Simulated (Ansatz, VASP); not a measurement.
**HfS2 in VASP and in Ansatz**

```
CELL_PARAMETERS angstrom
3.66377 0.00000 0.00000
-1.83188 3.17292 0.00000
0.00000 0.00000 6.09567
ATOMIC_POSITIONS crystal
Hf 0.00000 0.00000 0.00000
S 0.33333 0.66667 0.23605
S 0.66667 0.33333 0.76395
```

Change from the starting cell: volume scaled by 1.02.

Alike in both runs: task single point; functional PBEsol; k mesh 8 × 8 × 5; occupations fermi-dirac, width 0.05 eV; no spin polarisation.

|  | VASP | Ansatz |
| --- | --- | --- |
| version | VASP 6.6.1 | Ansatz 0.2.0 |
| potentials or method | VASP PAW PBE potentials, release 64 (Hf_pv, S) | Ansatz PAW |
| plane-wave cutoff (eV) | 520 | 420 |
| valence electrons in the cell | 22 | 38 |

Ansatz gave:

| Quantity | Value |
| --- | --- |
| gap on the k mesh at the Fermi level (eV) | 1.14 |
| least direct gap on the mesh (eV) | 1.84 |
| pressure (GPa) | -3.2 |
| largest component of the traceless stress (GPa) | 1.30 |
| rms of the force components (eV/Å) | 0.116 |

Problem. What did VASP give for the same quantities?

Solution. gap on the k mesh at the Fermi level (eV): 1.15; least direct gap on the mesh (eV): 1.86; pressure (GPa): -3.7; largest component of the traceless stress (GPa): 1.38; rms of the force components (eV/Å): 0.142.

Atom by atom the forces differ by 0.025 eV/Å (rms over components). The two sets of potentials don't hold the same shells in valence.

Caveats: spin-orbit coupling is left out, which moves the levels of the heavy elements; this functional lacks dispersion, which binds the layers, so the pressure and a relaxed spacing across them are unreliable; the PAW data sets were made with another functional, which shifts forces and pressure a little (VASP); an odd mesh through Γ misses points on the zone boundary, where band edges often lie (VASP); odd divisions of the mesh miss points on the zone boundary, where band edges often lie, so the gap on the mesh can be too wide (Ansatz); the PAW data sets come from PBE, with cores solved anew for the run's functional, which leaves a small shift of forces and pressure (Ansatz).
